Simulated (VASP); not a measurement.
# Cd in VASP: further runs

Runs on Cd. Level: PBE. Tasks: single point.

Everything below comes from runs of VASP 6.6.1. Logs are shortened: lines on timing, memory, paths and dates and some standing lists are left out, and cuts for length are marked.

### 1 The structure

The cell holds a wire with vacuum, 6 atoms: a = 13.500 Å, b = 13.700 Å, c = 4.789 Å, α = 90.00°, β = 90.00°, γ = 90.00°.

### 2 Single point, PBE

Input file INCAR:

```
ALGO = Fast
EDIFF = 1E-6
ENCUT = 520
GGA = PE
ISIF = 2
ISMEAR = 0
LASPH = True
LCHARG = False
LREAL = False
LWAVE = False
NBANDS = 45
NELM = 100
PREC = Accurate
SIGMA = 0.05
```

Input file KPOINTS:

```
k-points
0
Gamma
  1 1 6
```

Input file POSCAR:

```
Cd
1.0
   13.5000000000      0.0000000000      0.0000000000
    0.0000000000     13.7000000000      0.0000000000
    0.0000000000      0.0000000000      4.7894156126
Cd
6
Direct
    0.4269555890      0.3242632346      0.2500000000
    0.3077643583      0.5166697507      0.2500000000
    0.5612576664      0.5365587854      0.2500000000
    0.4387423336      0.4634412146      0.7500000000
    0.6922356417      0.4833302493      0.7500000000
    0.5730444110      0.6757367654      0.7500000000
```

Potentials or basis: VASP PAW PBE potentials, release 64 (Cd).

On the command line:

```console
$ cat potpaw_PBE.64/Cd/POTCAR > POTCAR
$ mpirun -np 1 vasp_std > vasp.out
```

OUTCAR:

```text
EDIFF = 1E-6
   ENCUT = 520
   GGA = PE
   ISIF = 2
   ISMEAR = 0
   LASPH = True
   LREAL = False
   NELM = 100
   PREC = Accurate

 ion  position               nearest neighbor table
   1  0.427  0.324  0.250-   4 3.07   4 3.07   2 3.09   3 3.43
   2  0.308  0.517  0.250-   4 3.06   4 3.06   1 3.09   3 3.43
   3  0.561  0.537  0.250-   5 3.06   5 3.06   6 3.07   6 3.07   4 3.08   4 3.08   1 3.43   2 3.43

   4  0.439  0.463  0.750-   2 3.06   2 3.06   1 3.07   1 3.07   3 3.08   3 3.08   6 3.43   5 3.43

   5  0.692  0.483  0.750-   3 3.06   3 3.06   6 3.09   4 3.43
   6  0.573  0.676  0.750-   3 3.07   3 3.07   5 3.09   4 3.43

  LATTYP: Found a simple orthorhombic cell.
 ALAT       =     4.7894156126
 B/A-ratio  =     2.8187154952
 C/A-ratio  =     2.8604742432

  Lattice vectors:

 A1 = (   0.0000000000,   0.0000000000,   4.7894156126)
 A2 = (  13.5000000000,   0.0000000000,   0.0000000000)
 A3 = (   0.0000000000,  13.7000000000,   0.0000000000)

Analysis of symmetry for initial positions (statically):
=====================================================================
 Subroutine PRICEL returns:
 Original cell was already a primitive cell.

 Routine SETGRP: Setting up the symmetry group for a
 simple orthorhombic supercell.

 Subroutine GETGRP returns: Found  4 space group operations
 (whereof  2 operations were pure point group operations)
 out of a pool of  8 trial point group operations.

The static configuration has the point symmetry S_2 .
 The point group associated with its full space group is C_2h.

Analysis of symmetry for dynamics (positions and initial velocities):
=====================================================================
 Subroutine PRICEL returns:
 Original cell was already a primitive cell.

 Routine SETGRP: Setting up the symmetry group for a
 simple orthorhombic supercell.

 Subroutine GETGRP returns: Found  4 space group operations
 (whereof  2 operations were pure point group operations)
 out of a pool of  8 trial point group operations.

The dynamic configuration has the point symmetry S_2 .
 The point group associated with its full space group is C_2h.

 Subroutine INISYM returns: Found  4 space group operations
 (whereof  2 operations are pure point group operations),
 and found     1 'primitive' translations

[... 81 lines left out ...]
   EDIFF  = 0.1E-05   stopping-criterion for ELM
   LREAL  =      F    real-space projection
   EDIFFG = 0.1E-04   stopping-criterion for IOM
   NSW    =      0    number of steps for IOM
   IBRION =     -1    ionic relax: 0-MD 1-quasi-New 2-CG
   NFREE  =      0    steps in history (QN), initial steepest desc. (CG)
   ISIF   =      2    stress and relaxation
   ISYM   =      2    0-nonsym 1-usesym 2-fastsym
   POTIM  = 0.5000    time-step for ionic-motion
   TEBEG  =    0.0;   TEEND  =   0.0 temperature during run
   PSTRESS=    0.0 pullay stress
   NELECT =      72.0000    total number of electrons
   NUPDOWN=      -1.0000    fix difference up-down
   EMIN   =  10.00;   EMAX   =-10.00  energy-range for DOS
   EFERMI =   0.00;   METHOD = LEGACY
   ISMEAR =     0;   SIGMA  =   0.05  broadening in eV -4-tet -1-fermi 0-gaus
   EFERMI_NEDOS =   21; number of points for ismear=-14 and -15
   IALGO  =     68    algorithm
   IMIX   =      4    mixing-type and parameters
     AMIX     =   0.40;   BMIX     =  1.00
     AMIX_MAG =   1.60;   BMIX_MAG =  1.00
  volume/ion in A,a.u.               =     147.63       996.28
  Fermi-wavevector in a.u.,A,eV,Ry     =   0.709153  1.340105  6.842345  0.502898
  Thomas-Fermi vector in A             =   1.795659
   LORBIT       =      0    0 simple, 1 ext, 2 COOP (PROOUT), +10 PAW based schemes
   GGA     = PE    functional components
   LHFCALC =     F    Hartree Fock is set to
   AEXX    =    0.0000 exact exchange contribution
   IVDW    =     0    specifies the selected vdW correction
   LEPSILON=     F    determine dielectric tensor
   LRPA    =     F    only Hartree local field effects (RPA)
 non-spin polarized calculation
 RMM-DIIS sequential band-by-band and
 Gauss-broadening in eV      SIGMA  =   0.05
  energy-cutoff  :      520.00
  volume of cell :      885.80
 maximum number of plane-waves:     23914
   NGX = 51   NGY = 51   NGZ = 17

 number of electron      72.0000028 magnetization

 Free energy of the ion-electron system (eV)
  ---------------------------------------------------
  ext. energy  EPLUGINS =         0.00000000
  ---------------------------------------------------
  free energy    TOTEN  =        -1.79884733 eV

  energy without entropy =       -1.78944417  energy(sigma->0) =       -1.79414575

 E-fermi :  -2.5652     XC(G=0):  -2.9003

 val. band max:       -2.5651944613   @ k =   0.0000   0.0000   0.3333
 cond. band min:      -2.0065097919   @ k =   0.0000   0.0000   0.5000
 fundamental gap:      0.5586846694
 Fermi energy:        -2.5651944613

 k-point     1 :       0.0000    0.0000    0.0000
  band No.  band energies     occupation
      1     -11.9026      2.00000
      2     -11.8719      2.00000
      3     -11.8213      2.00000
      4     -11.8033      2.00000
      5     -11.6346      2.00000
      6     -11.6057      2.00000
[... 181 lines left out ...]
     44       0.8851      0.00000
     45       0.9675      0.00000

------------------------ aborting loop because EDIFF is reached ----------------------------------------

  FORCE on cell =-STRESS in cart. coord.  units (eV):
  Direction    XX          YY          ZZ          XY          YZ          ZX
  --------------------------------------------------------------------------------------
  -------------------------------------------------------------------------------------
  Total       -0.0044555      0.0715682      0.0698425     -0.0049732      0.0000000      0.0000000
  in kB       -0.0080588      0.1294476      0.1263262     -0.0089952      0.0000000      0.0000000
  external PRESSURE =       0.0825717 kB  Pullay stress =       0.0000000 kB

 VOLUME and BASIS-vectors are now :
 -----------------------------------------------------------------------------
  energy-cutoff  :      520.00
  volume of cell :      885.80
      direct lattice vectors                 reciprocal lattice vectors
    13.500000000  0.000000000  0.000000000     0.074074074  0.000000000  0.000000000
     0.000000000 13.700000000  0.000000000     0.000000000  0.072992701  0.000000000
     0.000000000  0.000000000  4.789415613     0.000000000  0.000000000  0.208793740

 POSITION                                       TOTAL-FORCE (eV/Angst)
 -----------------------------------------------------------------------------------
      5.76390      4.44241      1.19735         0.003191     -0.018868      0.000000
      4.15482      7.07838      1.19735        -0.015836      0.008950      0.000000
      7.57698      7.35086      1.19735         0.007157      0.003968     -0.000000
      5.92302      6.34914      3.59206        -0.007157     -0.003968      0.000000
      9.34518      6.62162      3.59206         0.015836     -0.008950      0.000000
      7.73610      9.25759      3.59206        -0.003191      0.018868     -0.000000
 -----------------------------------------------------------------------------------
    total drift:                                0.000000      0.000000      0.000000

  FREE ENERGIE OF THE ION-ELECTRON SYSTEM (eV)
  ---------------------------------------------------
  free  energy   TOTEN  =        -1.7988473342 eV

  energy  without entropy=       -1.7894441744  energy(sigma->0) =       -1.79414575
```

It took 2.8 min on 1 thread of Intel Xeon 6975P-C (Granite Rapids), shared host; peak memory 0.78 GiB.

Results:

- Free energy: -1.7988 eV
- Largest force: 0.019 eV/Å
- Band gap on the k mesh: none (metal or under the smearing width)

Forces in eV/Å, atoms in the order of the input:
```
Cd   0.003 -0.019  0.000
Cd  -0.016  0.009  0.000
Cd   0.007  0.004  0.000
Cd  -0.007 -0.004  0.000
Cd   0.016 -0.009  0.000
Cd  -0.003  0.019  0.000
```

### 3 Single point, PBE

This run uses another cell than the first one, of 179.64 Å³/atom, 1.217 times its volume.

Input file INCAR:

```
  ALGO = Fast
  EDIFF = 1E-7
  ENCUT = 520
  GGA = PE
  ISIF = 2
  ISMEAR = 0
  LASPH = T
  LCHARG = T
  LELF = T
  LREAL = F
  LVHAR = T
  LWAVE = F
  NBANDS = 45
  NELM = 100
  PREC = Accurate
  SIGMA = 0.05
```

KPOINTS is that of step 2.

Input file POSCAR:

```
Cd
1.0
   13.5000000000      0.0000000000      0.0000000000
    0.0000000000     13.7000000000      0.0000000000
    0.0000000000      0.0000000000      5.8276462882
Cd
6
Direct
    0.4441694715      0.3411839767      0.2500000000
    0.3325084145      0.5317632047      0.2500000000
    0.5558305285      0.5317632047      0.2500000000
    0.4441694715      0.4682367953      0.7500000000
    0.6674915855      0.4682367953      0.7500000000
    0.5558305285      0.6588160233      0.7500000000
```

Potentials or basis: VASP PAW PBE potentials, release 64 (Cd).

On the command line:

```console
$ cat potpaw_PBE.64/Cd/POTCAR > POTCAR
$ mpirun -np 1 vasp_std > vasp.out
```

It took 5.5 min on 1 thread of Intel Xeon 6975P-C (Granite Rapids), shared host; peak memory 0.99 GiB.

It converged, with:

```yaml
Free_energy: -1.4235 eV
Largest_force: 0.374 eV/Å
Band_gap_on_the_k_mesh: 0.27 eV, direct
```

Forces on the atoms (eV/Å):
```
Cd  -0.070 -0.340  0.000
Cd  -0.330  0.107  0.000
Cd   0.325  0.186  0.000
Cd  -0.325 -0.186  0.000
Cd   0.330 -0.107  0.000
Cd   0.070  0.340  0.000
```

Levels at points of the mesh, in eV from the valence-band top:
| k point | band 33 | band 34 | band 35 | band 36 | band 37 | band 38 | band 39 | band 40 |
| --- | --- | --- | --- | --- | --- | --- | --- | --- |
| (0.00, 0.00, 0.00) | -1.81 | -0.49 | -0.32 | 0.00 | 0.27 | 1.71 | 2.36 | 2.61 |
| (0.00, 0.00, 0.50) | -1.40 | -1.40 | -0.91 | -0.91 | 1.65 | 1.65 | 1.72 | 1.72 |
